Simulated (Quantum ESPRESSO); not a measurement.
**HgTe (Coloradoite) under changes of volume**

One of the cells (33.215 Å³/atom); the others are scaled copies at fixed shape and fractional positions:

```
CELL_PARAMETERS angstrom
0.00000 3.21450 3.21450
3.21450 0.00000 3.21450
3.21450 3.21450 0.00000
ATOMIC_POSITIONS crystal
Hg 0.00000 0.00000 0.00000
Te 0.75000 0.75000 0.75000
```

* Program: Quantum ESPRESSO 7.5
* Functional: r2SCAN
* Potentials or basis: SG15 PBE 1.2
* Cutoff: 952 eV
* Density cutoff: 3810 eV
* k mesh: 4 × 4 × 4
* Occupations: fermi-dirac, width 0.05 eV
* Spin: no spin polarisation

| volume (Å³/atom) | energy over the lowest point (meV/atom) | pressure (GPa) |
| --- | --- | --- |
| 31.223 | 85.80 | 7.2 |
| 31.887 | 59.12 | 5.7 |
| 32.551 | 38.13 | 4.4 |
| 33.215 | ? | ? |
| 33.880 | 10.89 | 2.2 |
| 34.544 | 3.62 | 1.3 |
| 35.208 | 0.00 | 0.5 |

Problem. What does the run at 33.215 Å³/atom give?

Solution. Energy over the lowest point 22.23 meV/atom; pressure 3.3 GPa.

Worked out: A Birch-Murnaghan fit of order 3 (a polynomial in V^(-2/3)) to the other rows has its minimum at 35.62 Å³/atom, just outside them, with B0 = V·E''(V) = 39 GPa and B' = 4.9. It gives 22.24 meV/atom at 33.215 Å³/atom, against the run's 22.23, and -dE/dV = 3.3 GPa, against 3.3.

Energies are extrapolated to zero smearing.

Caveats: all runs use coarse meshes; the potentials were made for another functional, which shifts forces and pressure.
